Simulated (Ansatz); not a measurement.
The system is KZnF3.

```
CELL_PARAMETERS angstrom
4.05000 0.00000 0.00000
0.00000 4.05000 0.00000
0.00000 0.00000 4.05000
ATOMIC_POSITIONS crystal
Zn 0.50000 0.50000 0.50000
K 0.00000 0.00000 0.00000
F 0.50000 0.00000 0.50000
F 0.00000 0.50000 0.50000
F 0.50000 0.50000 0.00000
```

Base run:

- Program: Ansatz 0.2.0
- Functional: r2SCAN
- Potentials or basis: Ansatz PAW
- Cutoff: 500 eV
- Density cutoff: 2000 eV
- k mesh: 7 × 7 × 7
- Occupations: fermi-dirac, width 0.05 eV
- Spin: no spin polarisation

Its results: band gap on the k mesh 4.74 eV, indirect (least direct gap 6.59 eV); pressure -0.2 GPa.

Problem. The run is repeated on the same cell with these changes: functional from r2SCAN to PBEsol; cutoff from 500 eV to 420 eV; density cutoff from 2000 eV to 1680 eV. What comes out?

Solution. Band gap on the k mesh 3.83 eV, indirect (least direct gap 5.54 eV); pressure 0.1 GPa.

r2SCAN gives the wider gap, since meta-GGAs in the generalised Kohn-Sham scheme recover part of the derivative discontinuity.

Caveats: the k mesh misses the band edges, so the gap on the mesh is wider than the one along the path; the PAW data sets come from PBE, with cores solved anew for the run's functional, which leaves a small shift of forces and pressure.

Not every run made on this cell is shown here.
